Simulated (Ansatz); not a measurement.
Crystal: ZrN.

```
CELL_PARAMETERS angstrom
0.00000 2.30000 2.30000
2.30000 0.00000 2.30000
2.30000 2.30000 0.00000
ATOMIC_POSITIONS crystal
Zr 0.50000 0.50000 0.50000
N 0.00000 0.00000 0.00000
```

Program: Ansatz 0.2.0. Alike in all runs: task band structure; cell as given; smearing fermi-dirac 0.05 eV; basis error allowed 0.001 eV/atom.

Problem. Order these runs on this cell by their pressure, lowest first.
A. level PBEsol; potentials or basis all-electron LAPW, relativistic spinors; spin SOC, no magnetisation; k mesh 7 × 7 × 7; cutoff (eV) 284
B. level PBE; potentials or basis all-electron LAPW, scalar-relativistic; spin off; k mesh 10 × 10 × 10; cutoff (eV) 281
C. level RPBE; potentials or basis all-electron LAPW, scalar-relativistic; spin off; k mesh 10 × 10 × 10; cutoff (eV) 281
D. level BLYP; potentials or basis all-electron LAPW, scalar-relativistic; spin off; k mesh 10 × 10 × 10; cutoff (eV) 280
E. level LDA; potentials or basis all-electron LAPW, scalar-relativistic; spin off; k mesh 10 × 10 × 10; cutoff (eV) 280

Solution. E (-12.6 GPa), A (-7.6 GPa), B (-0.8 GPa), C (3.0 GPa), D (7.5 GPa).

Caveats: the k mesh is thin for a metal, which can move the energy by tens of meV per atom (some runs).
